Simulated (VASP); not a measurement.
# Rb (Im-3m) in VASP: further runs, part 2 of 2

VASP 6.6.1.

**3. Relaxation of the atoms, LDA (a relaxed cell with its volume scaled by 0.96)**

File INCAR:

```
PREC = Accurate ; ENCUT = 600
EDIFF = 1E-7 ; ISMEAR = 1
SIGMA = 0.1 ; LREAL = False
LASPH = True ; NELM = 80
ALGO = Normal ; ISIF = 2
LWAVE = False ; LCHARG = False
IBRION = 2 ; NSW = 40
EDIFFG = -0.01
```

File KPOINTS:

```
Automatic mesh
0
Gamma
  10 10 10
```

File POSCAR:

```
Rb                                      
1.0
   -2.6556349161      2.6556349161      2.6556349161
    2.6556349161     -2.6556349161      2.6556349161
    2.6556349161      2.6556349161     -2.6556349161
  Rb            
     1
Direct
     0.0000000000000000    0.0000000000000000    0.0000000000000000
```

Potentials or basis: VASP PAW LDA potentials, release 64 (Rb_sv).

Launch:

```
$ cat potpaw_LDA.64/Rb_sv/POTCAR > POTCAR
$ mpirun -np 1 vasp_std > vasp.out
```

Wall time 18 s (1 thread of Intel Xeon Platinum 8488C (Sapphire Rapids), shared host); peak memory 0.2 GiB.

It converged, with:

| Quantity | Value |
| --- | --- |
| Free energy | -1.0540 eV |
| Pressure after relaxing | 0.2 GPa |
| Band gap on the k mesh | none (metal or under the smearing width) |

Final structure:
```
Rb
1.0
    -2.65563    2.65563    2.65563
     2.65563   -2.65563    2.65563
     2.65563    2.65563   -2.65563
Rb
1
Direct
  0.00000 0.00000 0.00000
```

Levels at points of the mesh, in eV from the Fermi level:
| k point | band 2 | band 3 | band 4 | band 5 | band 6 | band 7 |
| --- | --- | --- | --- | --- | --- | --- |
| (0.00, 0.00, 0.00) | -12.79 | -12.79 | -12.79 | -2.27 | 3.73 | 3.73 |
| (0.50, 0.00, 0.00) | -12.98 | -12.86 | -12.79 | 0.13 | 0.99 | 2.52 |
| (0.50, 0.50, 0.50) | -12.93 | -12.93 | -12.93 | 1.10 | 1.10 | 3.78 |

Caveat: the relaxation stopped at its first step, so nothing moved.

**4. Relaxation of the atoms, LDA (a relaxed cell with its volume scaled by 0.98)**

INCAR is that of step 3.

KPOINTS is that of step 3.

File POSCAR:

```
Rb                                      
1.0
   -2.6739502184      2.6739502184      2.6739502184
    2.6739502184     -2.6739502184      2.6739502184
    2.6739502184      2.6739502184     -2.6739502184
  Rb            
     1
Direct
     0.0000000000000000    0.0000000000000000    0.0000000000000000
```

Potentials or basis: VASP PAW LDA potentials, release 64 (Rb_sv).

Launch:

```
$ cat potpaw_LDA.64/Rb_sv/POTCAR > POTCAR
$ mpirun -np 1 vasp_std > vasp.out
```

OUTCAR:

```text
PREC = Accurate
   ENCUT = 600
   EDIFF = 1E-7
   ISMEAR = 1
   LREAL = False
   LASPH = True
   NELM = 80
   ISIF = 2
   IBRION = 2
   NSW = 40
   EDIFFG = -0.01

 ion  position               nearest neighbor table
   1  0.000  0.000  0.000-

  LATTYP: Found a body centered cubic cell.
 ALAT       =     5.3479004368

  Lattice vectors:

 A1 = (  -2.6739502184,   2.6739502184,   2.6739502184)
 A2 = (   2.6739502184,  -2.6739502184,   2.6739502184)
 A3 = (   2.6739502184,   2.6739502184,  -2.6739502184)

Analysis of symmetry for initial positions (statically):
=====================================================================
 Subroutine PRICEL returns:
 Original cell was already a primitive cell.

 Routine SETGRP: Setting up the symmetry group for a
 body centered cubic supercell.

 Subroutine GETGRP returns: Found 48 space group operations
 (whereof 48 operations were pure point group operations)
 out of a pool of 48 trial point group operations.

The static configuration has the point symmetry O_h .

[... 163 lines left out ...]
 val. band max:        0.2067856114   @ k =   0.3000   0.2000  -0.0000
 cond. band min:       0.2183090900   @ k =  -0.3000   0.4000   0.2000
 fundamental gap:      0.0115234786
 Fermi energy:         0.2144594516

 k-point     1 :       0.0000    0.0000    0.0000
  band No.  band energies     occupation
      1     -28.5139      2.00000
      2     -12.5897      2.00000
      3     -12.5897      2.00000
      4     -12.5897      2.00000
      5      -2.0259      2.00000
      6       3.9287      0.00000
      7       3.9287      0.00000
      8       3.9287      0.00000
[... 243 lines left out ...]
 k-point    24 :      -0.3000    0.3000    0.1000
  band No.  band energies     occupation
      1     -28.5065      2.00000
      2     -12.7056      2.00000
      3     -12.6338      2.00000
      4     -12.6033      2.00000
      5      -0.7466      2.00000
      6       2.3755      0.00000
      7       3.1240      0.00000
      8       4.1375      0.00000

 [... further k-points ...]

------------------------ aborting loop because EDIFF is reached ----------------------------------------

  FORCE on cell =-STRESS in cart. coord.  units (eV):
  Direction    XX          YY          ZZ          XY          YZ          ZX
  --------------------------------------------------------------------------------------
  -------------------------------------------------------------------------------------
  Total        0.0338216      0.0338216      0.0338216     -0.0000000     -0.0000000     -0.0000000
  in kB        0.7085736      0.7085736      0.7085736     -0.0000000     -0.0000000     -0.0000000
  external PRESSURE =       0.7085736 kB  Pullay stress =       0.0000000 kB

 VOLUME and BASIS-vectors are now :
 -----------------------------------------------------------------------------
  energy-cutoff  :      600.00
  volume of cell :       76.48
      direct lattice vectors                 reciprocal lattice vectors
    -2.673950218  2.673950218  2.673950218     0.000000000  0.186989270  0.186989270
     2.673950218 -2.673950218  2.673950218     0.186989270  0.000000000  0.186989270
     2.673950218  2.673950218 -2.673950218     0.186989270  0.186989270  0.000000000

 POSITION                                       TOTAL-FORCE (eV/Angst)
 -----------------------------------------------------------------------------------
      0.00000      0.00000      0.00000         0.000000      0.000000     -0.000000
 -----------------------------------------------------------------------------------
    total drift:                                0.000000      0.000000     -0.000000

  FREE ENERGIE OF THE ION-ELECTRON SYSTEM (eV)
  ---------------------------------------------------
  free  energy   TOTEN  =        -1.0551135437 eV

  energy  without entropy=       -1.0538648392  energy(sigma->0) =       -1.05469731

 reached required accuracy - stopping structural energy minimisation
```

OSZICAR:

```text
N       E                     dE             d eps       ncg     rms          rms(c)
DAV:   1     0.465854541978E+02    0.46585E+02   -0.38858E+03   752   0.950E+02
DAV:   2     0.119079789729E+01   -0.45395E+02   -0.44777E+02   848   0.145E+02
DAV:   3    -0.100019010592E+01   -0.21910E+01   -0.21895E+01  1032   0.386E+01
DAV:   4    -0.105595689358E+01   -0.55767E-01   -0.55741E-01  1248   0.477E+00
DAV:   5    -0.105697174188E+01   -0.10148E-02   -0.10148E-02  1112   0.402E-01    0.155E+00
DAV:   6    -0.105548237110E+01    0.14894E-02   -0.25117E-03  1200   0.317E-01    0.944E-01
DAV:   7    -0.105509741711E+01    0.38495E-03   -0.38054E-03  1016   0.385E-01    0.595E-02
DAV:   8    -0.105510897202E+01   -0.11555E-04   -0.17823E-04  1120   0.119E-01    0.134E-02
DAV:   9    -0.105511350406E+01   -0.45320E-05   -0.63074E-06  1152   0.210E-02    0.409E-03
DAV:  10    -0.105511353027E+01   -0.26212E-07   -0.27723E-06  1216   0.107E-02    0.761E-04
DAV:  11    -0.105511354371E+01   -0.13433E-07   -0.48874E-08   864   0.162E-03
   1 F= -.10551135E+01 E0= -.10546973E+01  d E =-.105511E+01
```

Run time: 23 s. Hardware: 1 thread of Intel Xeon Platinum 8488C (Sapphire Rapids), shared host; peak memory 0.2 GiB.

What came out:

| Item | Value |
| --- | --- |
| Free energy | -1.0551 eV |
| Pressure after relaxing | 0.1 GPa |
| Band gap on the k mesh | none (metal or under the smearing width) |

Final structure:
```yaml
crystal:
  lattice:
    - [-2.67395, 2.67395, 2.67395]
    - [2.67395, -2.67395, 2.67395]
    - [2.67395, 2.67395, -2.67395]
  atoms:
    - { symbol: Rb, position: [0.00000, 0.00000, 0.00000] }
```

Caveat: the relaxation stopped at its first step, so nothing moved.

**5. Relaxation of the atoms, LDA**

INCAR is that of step 4.

KPOINTS is that of step 4.

File POSCAR:

```
Rb                                      
1.0
   -2.6920179977      2.6920179977      2.6920179977
    2.6920179977     -2.6920179977      2.6920179977
    2.6920179977      2.6920179977     -2.6920179977
  Rb            
     1
Direct
     0.0000000000000000    0.0000000000000000    0.0000000000000000
```

Launch:

```
$ cat potpaw_LDA.64/Rb_sv/POTCAR > POTCAR
$ mpirun -np 1 vasp_std > vasp.out
```

Wall time 20 s (1 thread of Intel Xeon Platinum 8488C (Sapphire Rapids), shared host); peak memory 0.2 GiB.

The run converged. Its results:

- Free energy: -1.0554 eV
- Pressure after relaxing: 0.0 GPa
- Band gap on the k mesh: none (metal or under the smearing width)

Final structure:
```yaml
crystal:
  lattice:
    - [-2.69202, 2.69202, 2.69202]
    - [2.69202, -2.69202, 2.69202]
    - [2.69202, 2.69202, -2.69202]
  atoms:
    - { symbol: Rb, position: [0.00000, 0.00000, 0.00000] }
```

Levels at points of the mesh, in eV from the Fermi level:
```csv
k point,band 2,band 3,band 4,band 5,band 6,band 7
"(0.00, 0.00, 0.00)",-12.81,-12.81,-12.81,-2.21,3.70,3.70
"(0.50, 0.00, 0.00)",-12.98,-12.87,-12.82,0.15,0.95,2.53
"(0.50, 0.50, 0.50)",-12.93,-12.93,-12.93,1.14,1.14,3.65
```

Caveat: the relaxation stopped at its first step, so nothing moved.

**6. Relaxation of the atoms, LDA (a relaxed cell with its volume scaled by 1.02)**

INCAR is that of step 5.

KPOINTS is that of step 5.

File POSCAR:

```
Rb                                      
1.0
   -2.7098464510      2.7098464510      2.7098464510
    2.7098464510     -2.7098464510      2.7098464510
    2.7098464510      2.7098464510     -2.7098464510
  Rb            
     1
Direct
     0.0000000000000000    0.0000000000000000    0.0000000000000000
```

Potentials or basis: VASP PAW LDA potentials, release 64 (Rb_sv).

Launch:

```
$ cat potpaw_LDA.64/Rb_sv/POTCAR > POTCAR
$ mpirun -np 1 vasp_std > vasp.out
```

It took 20 s on 1 thread of Intel Xeon Platinum 8488C (Sapphire Rapids), shared host; peak memory 0.2 GiB.

The run converged. Its results:

| Item | Value |
| --- | --- |
| Free energy | -1.0551 eV |
| Pressure after relaxing | -0.1 GPa |
| Band gap on the k mesh | none (metal or under the smearing width) |

Final structure:
```xyz
1
Lattice="-2.7098 2.7098 2.7098 2.7098 -2.7098 2.7098 2.7098 2.7098 -2.7098" Properties=species:S:1:pos:R:3 pbc="T T T"
Rb    0.0000    0.0000    0.0000
```

Levels at points of the mesh, in eV from the Fermi level:
```csv
k point,band 1,band 2,band 3,band 4,band 5,band 6,band 7,band 8
"(0.00, 0.00, 0.00)",-28.74,-12.83,-12.83,-12.83,-2.18,3.68,3.68,3.68
"(0.50, 0.00, 0.00)",-28.73,-12.98,-12.88,-12.83,0.15,0.93,2.53,4.42
"(0.50, 0.50, 0.50)",-28.73,-12.94,-12.94,-12.94,1.16,1.16,3.60,3.60
```

Caveat: the relaxation stopped at its first step, so nothing moved.

**7. Summary**

| cell | gap on the mesh (eV) | pressure (GPa) |
| --- | --- | --- |
| atoms relaxed from: a relaxed cell with its volume scaled by 0.94 | none | 0.2 |
| atoms relaxed from: a relaxed cell with its volume scaled by 0.96 | none | 0.2 |
| atoms relaxed from: a relaxed cell with its volume scaled by 0.98 | none | 0.1 |
| atoms relaxed | none | 0.0 |
| atoms relaxed from: a relaxed cell with its volume scaled by 1.02 | none | -0.1 |

Alike in all rows: task relaxation of the atoms; level LDA; potentials or basis VASP PAW LDA potentials, release 64 (Rb_sv); no spin polarisation; k mesh 10 × 10 × 10; cutoff (eV) 600; smearing methfessel-paxton 0.1 eV.

Caveats: the relaxation stopped at its first step, so nothing moved.

Total energies depend on the potentials used, so only differences within one code and one set of settings carry meaning.
